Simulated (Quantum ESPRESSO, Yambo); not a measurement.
# Quasiparticle gap of AgBr (Bromargyrite) in Yambo, part 3 of 3

Wanted: ground state, empty states, screening and self-energy for AgBr (Bromargyrite).

Quantum ESPRESSO 7.5 and Yambo 5.3.0; PBE and many-body steps on it, plane waves. Known limits of the many-body steps: not at the basis limit; d shell near the gap, gap tends to lie low; no spin-orbit coupling; coarse k mesh.

So far. Step 3 (Bands along the symmetry lines): The gap is 0.676 eV, as in the run before at this level. Step 4 (Empty states on the mesh, 4×4×4 mesh, 127 bands): On this mesh the gap is 0.676 eV.

## Step 6: Screening and self-energy, 4×4×4 mesh, 127 bands, screening to 163.3 eV

Now the one-shot GW correction: screening in the RPA, then the self-energy of the levels asked for.

This step: G0W0 on PBE, plane waves, norm-conserving pseudopotentials.

File gw1.in:

```
HF_and_locXC
gw0
dyson
ppa
em1d
rim_cut
RandQpts= 1000000
RandGvec= 1 RL
EXXRLvcs= 76 Ry
VXCRLvcs= 304 Ry
Chimod= "HARTREE"
% BndsRnXp
 1 | 127 |
%
NGsBlkXp= 12 Ry
% LongDrXp
 1 | 1 | 1 |
%
% GbndRnge
 1 | 127 |
%
DysSolver= "n"
ExtendOut
PPAPntXp= 27.21138 eV
% QPkrange
 3 | 3 | 17 | 20 |
 1 | 1 | 17 | 20 |
%
```

Run with:

```
OMP_NUM_THREADS=1 mpirun -n 4 yambo -F gw1.in -J gw1 -C gw1 > gw1.log
```

The log of the run:

```text
 Yambo, version 5.3.0

 [02] CORE Variables Setup
 =========================

  [... cell, symmetries and grids as in the set-up ...]

  [02.05] Energies & Occupations
  ==============================

  [X] === General ===
  [X] Electronic Temperature                        :  0.000000  0.000000 [eV K]
  [X] Bosonic    Temperature                        :  0.000000  0.000000 [eV K]
  [X] Finite Temperature mode                       : no
  [X] El. density                                   :  0.74786E+24 [cm-3]
  [X] Fermi Level                                   :  9.392987 [eV]

  [X] === Gaps and Widths ===
  [X] Conduction Band Min                           :  0.676466 [eV]
  [X] Valence Band Max                              :  0.000000 [eV]
  [X] Filled Bands                                  :  18
  [X] Empty Bands                                   :   19  127
  [X] Direct Gap                                    :  2.544364 [eV]
  [X] Direct Gap localized at k                     :  1
  [X] Indirect Gap                                  :  0.676466 [eV]
  [X] Indirect Gap between kpts                     :  3  1
  [X] Last valence band width                       :  2.238986 [eV]
  [X] 1st conduction band width                     :  4.251732 [eV]

 [03] Transferred momenta grid and indexing
 ==========================================

 IBZ Q-points                                      :   8
 BZ  Q-points                                      :   64

 K/Q-points units:
 rlu = crystal or reduced units; cc = cartesian coordinates; iku = interal k-units

 Q [1]          [rlu]:  0.000000  0.000000  0.000000
 Q [2]          [rlu]:  0.87369E-17  0.87369E-17  0.25000
 Q [3]          [rlu]: -0.17474E-16 -0.17474E-16 -0.50000
 Q [4]          [rlu]:  0.37208E-17  0.25000      0.25000
 Q [5]          [rlu]:  0.80005E-17  0.25000      0.50000
 Q [6]          [rlu]: -0.17474E-16  0.25000     -0.25000
 Q [7]          [rlu]: -0.74416E-17 -0.50000     -0.50000
 Q [8]          [rlu]:  0.250000 -0.500000 -0.250000

 [04] Coloumb potential Random Integration (RIM)
 ===============================================

  [04.01] RIM initialization
  ==========================

  * Diagonal components only detected *

  8 x (sBL volume)        :  0.095449 [a.u.]
  sBZ random points       :  1000000
  Points outside the sBZ  :   7968281
  RL volume               :  0.763589 [a.u.]
  Integrated volume       :  0.766629 [a.u.]

  [04.02] RIM integrals
  =====================

  Gamma point sphere radius             :  0.082897 [a.u.]
  Points outside the sphere             :   800476
  [Int_sBZ(q=0) 1/q^2]*(Vol_sBZ)^(-1/3) =:  7.776341
                                 should be <:  7.795600

  Summary of Coulomb integrals for non-metallic bands |Q|[au] RIM/Bare

  Q [1] 0.100000E-4 0.997530 * Q [2] 0.249326 1.068862
  Q [4] 0.287897 1.068048 * Q [6] 0.407147 1.029920
  Q [5] 0.477423 1.023247 * Q [3] 0.498652 1.020326
  Q [7] 0.575793 1.016898 * Q [8] 0.643756 1.013869

 [05] Dipoles
 ============

  [05.01] Setup: observables and procedures
  =========================================

 [06] Dynamic Dielectric Matrix (PPA)
 ====================================

 [WR./gw1//ndb.pp]---------------------------------------------------------------
  Brillouin Zone Q/K grids (IBZ/BZ)                :    8   64    8   64
  RL vectors                                       :   4477 [WF]
  Coulomb cutoff potential                         : none
  Electronic Temperature                           :  0.000000 [K]
  Bosonic    Temperature                           :  0.000000 [K]
  PPA    diel. fun.  energies                      : Perdew, Burke & Ernzerhof(X)+Perdew, Burke & Ernzerhof(C)
  wavefunctions                                    : Perdew, Burke & Ernzerhof(X)+Perdew, Burke & Ernzerhof(C)
  Global Gauge                                     : length
  X matrix size                                    :  283
  X band range                                     :    1  127
  X e/h energy range                               : -1.000000 -1.000000 [eV]
  X Time ordering                                  : R
  X Hxc Kernel                                     : HARTREE
  X Drude frequency                                :  0.000000  0.000000
  X poles                                          :  100.0000 [o/o]
  RL vectors in the sum                            :   4477
  [r,Vnl] included                                 : yes
  Field direction                                  :  0.577350E-5  0.577350E-5  0.577350E-5
  BZ energy Double Grid                            : no
  BZ energy DbGd points                            : 0
  BZ Q point size factor                           : -1.000000
  X Optical Averaged directions                    : none

 [07] Local Exchange-Correlation + Non-Local Fock
 ================================================

 [VXC] Plane waves :  29123
 [EXS] Plane waves :   3719

 QP @ state[ 1 ] K range:  1  1
 QP @ state[ 1 ] b range:  17  20
 QP @ state[ 2 ] K range:  3  3
 QP @ state[ 2 ] b range:  17  20

 [xc] Functional : Perdew, Burke & Ernzerhof(X)+Perdew, Burke & Ernzerhof(C)
 [xc] LIBXC used to calculate xc functional
  PP Number of Atomic Species                      :  2
  NLCC RL compoments                               :  29123
  PP Number of Atomic Species                      :  2
  NLCC RL compoments                               :  29123

 [xc] E_xc :  -26.50061 [Ha]
      E_xc :  -53.00121 [Ry]

  Local XC kind (lXC) : Perdew, Burke & Ernzerhof(X)+Perdew, Burke & Ernzerhof(C)
  Non-Local XC kind (nlXC) : Hartree-Fock

  Corrections @ K [1] :  [eV]
 <17|nlXC|17> = -19.83227 -0.12793E-18 <17|lXC|17> = -14.89958  0.94408E-16
 <18|nlXC|18> = -19.83222  0.59767E-17 <18|lXC|18> = -14.89959  0.000000
 <19|nlXC|19> = -7.859712 -0.10642E-17 <19|lXC|19> = -11.58100 -0.37763E-15
 <20|nlXC|20> = -6.472508  0.19671E-17 <20|lXC|20> = -11.58768 -0.18882E-15

  Corrections @ K [3] :  [eV]
 <17|nlXC|17> = -26.10638  0.58399E-17 <17|lXC|17> = -20.90963  0.47204E-16
 <18|nlXC|18> = -26.10637  0.50458E-18 <18|lXC|18> = -20.90963 -0.47204E-16
 <19|nlXC|19> = -5.384865  0.43303E-17 <19|lXC|19> = -9.309766 -0.47204E-16
 <20|nlXC|20> = -9.471653 -0.82204E-18 <20|lXC|20> = -14.51292 -0.27290E-16

 [08] Dyson equation: Newton solver
 ==================================

  [08.01] G0W0 (W PPA)
  ====================

  [  GW  ] Bands range     :    1  127
  [GW/PPA] G damping       :  0.100000 [eV]

  QP @ state[ 1 ] K range:  1  1
  QP @ state[ 1 ] b range:  17  20
  QP @ state[ 2 ] K range:  3  3
  QP @ state[ 2 ] b range:  17  20

   Sc/G bands                                       :    1  127
   Sc/G damping                                     :  0.100000 ev
   Sc bands terminator                              : no
   Sx RL components                                 :   3719

   QP @ state[ 1 ] K range                          :  1  1
   QP @ state[ 1 ] b range                          :  17  20
   QP @ state[ 2 ] K range                          :  3  3
   QP @ state[ 2 ] b range                          :  17  20
   GF energies kind                                 : Perdew, Burke & Ernzerhof(X)+Perdew, Burke & Ernzerhof(C)
   GF WF`s kind                                     : Perdew, Burke & Ernzerhof(X)+Perdew, Burke & Ernzerhof(C)
   Xs energies kind                                 : Perdew, Burke & Ernzerhof(X)+Perdew, Burke & Ernzerhof(C)
   Xs WF`s kind                                     : Perdew, Burke & Ernzerhof(X)+Perdew, Burke & Ernzerhof(C)

 [11] Game Over & Game summary
```

Elapsed: 1.7 min, on 4 MPI ranks of Arm Neoverse V2, shared host; peak memory 1.7 GiB; 6.6 min of CPU time.

This step gave:

```yaml
g0w0_gap_on_the_points_computed: 2.041 eV
starting_gap_on_the_mesh: 0.6765 eV
k_of_the_valence_top: 0, 0, -0.5
k_of_the_conduction_bottom: 0, 0, 0
least_direct_g0w0_gap_on_the_computed_points: 4.431 eV
z_at_the_valence_top: 0.8020
z_at_the_conduction_bottom: 0.8281
```

The gap on the mesh goes from 0.68 eV to 2.04 eV, a correction of +1.36 eV.

Limits: finite bands, cutoff and mesh; d shell near the gap, gap tends to lie low; no spin-orbit coupling; coarse k mesh. v1 is the top filled band, c1 the lowest empty one. Levels before and after the correction, in eV, zero at the valence-band top of each column:

```csv
,conduction bottom,valence top
Kohn-Sham,0.68,0.00
G0W0,2.04,0.00
```

```csv
,level,energy (eV)
Kohn-Sham,Γ v2-v1,-1.868
Kohn-Sham,Γ c1,0.676
Kohn-Sham,Γ c2,9.933
Kohn-Sham,(0 0 -0.5) v2-v1,0.000
Kohn-Sham,(0 0 -0.5) c1,3.790
Kohn-Sham,(0 0 -0.5) c2,6.489
G0W0,Γ v2-v1,-2.389
G0W0,Γ c1,2.041
G0W0,Γ c2,11.866
G0W0,(0 0 -0.5) v2-v1,0.000
G0W0,(0 0 -0.5) c1,5.141
G0W0,(0 0 -0.5) c2,7.977
```

## Step 7: Where the time went

Times are wall times on the hardware named with each run, good to a factor of about two.

```csv
step,time,share,memory (GiB)
ground state,5.7 s,5 %,0.26
bands along the symmetry lines,4.3 s,4 %,0.23
empty states on the mesh,6.8 s,6 %,0.35
conversion and set-up,2.1 s,2 %,0.25
screening and self-energy,1.7 min,84 %,1.7
```

## Step 8: What came out

```yaml
pbe_gap: 0.68 eV, indirect
g0w0_gap_on_the_mesh: 2.04 eV
gw_settings: 4×4×4 mesh, 127 bands, screening to 163.3 eV, Godby-Needs plasmon pole
known_limits: not at the basis limit; d shell near the gap, gap tends to lie low; no spin-orbit coupling; coarse k mesh
```

What this shows: G0W0 moves the gap on the mesh from 0.68 eV to 2.04 eV (+1.36 eV), with Z of 0.80 and 0.83 at the edges. Only 2 of the mesh's irreducible points were corrected, so a valley elsewhere could overtake. The dearest step here is «screening and self-energy». Bands and cutoff are finite, so the gap is not at the basis limit. The miss can reach some tenths of an eV and take either sign; the mesh is an error of its own. In the G0W0 run levels were corrected at 2 k points alone, so a gap called «on the mesh» is the least over those, and an edge elsewhere would be missed. The 4×4×4 mesh is coarse for this cell, which bears on the long-range parts of exchange and screening. A d shell, filled or nearly so, lies near the gap. One-shot GW converges very slowly in bands there, not always from below, and on a semilocal start the gap tends to come out low; starts rich in exact exchange can overshoot instead. The many-body steps are scalar-relativistic: spin-orbit coupling is not in them.

[Paths, hosts, dates, memory and timing lines, banners, echoed tables and standing remarks are left out of the program output.]

[Logs are printed without paths, hosts, clocks, repeated set-up lines and the standing remarks that a program may print on its own settings, such as how far it seeks lower states.]

[Runs of the session that timed out or met a known fault of the program may be left out.]

[Hosts, paths, dates, database ids (printed as entryN), source tags and the programs' standing remarks are cut or masked in the printed files.]
